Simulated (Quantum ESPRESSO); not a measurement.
Ag under changes of volume

One of the cells (18.154 Å³/atom); the others are scaled copies at fixed shape and fractional positions:

```xyz
1
Lattice="-1.6557 1.6557 1.6557 1.6557 -1.6557 1.6557 1.6557 1.6557 -1.6557" Properties=species:S:1:pos:R:3 pbc="T T T"
Ag    0.0000    0.0000    0.0000
```

This isn't the form of Ag at room conditions, which is fcc.

```yaml
Program: Quantum ESPRESSO 7.5
Functional: PBEsol
Potentials_or_basis: GBRV 1.5 PBEsol
Cutoff: 762 eV
Density_cutoff: 6095 eV
k_mesh: 11 × 11 × 11
Occupations: fermi-dirac, width 0.05 eV
Spin: no spin polarisation
```

| volume (Å³/atom) | energy over the lowest point (meV/atom) | pressure (GPa) |
| --- | --- | --- |
| 17.065 | 0.00 | -2.1 |
| 17.428 | 5.89 | -4.2 |
| 17.791 | 16.28 | -6.0 |
| 18.154 | ? | ? |
| 18.517 | 48.24 | -9.0 |
| 18.880 | 68.81 | -10.2 |
| 19.243 | 91.82 | -11.2 |

Q: What does the run at 18.154 Å³/atom give?

A: Energy over the lowest point 30.62 meV/atom; pressure -7.6 GPa.

Worked out: A Birch-Murnaghan fit of order 3 (a polynomial in V^(-2/3)) to the other rows has its minimum at 16.84 Å³/atom, just outside them, with B0 = V·E''(V) = 117 GPa and B' = 5.7. It gives 30.59 meV/atom at 18.154 Å³/atom, against the run's 30.62, and -dE/dV = -7.1 GPa, against -7.6.

Energies are extrapolated to zero smearing.
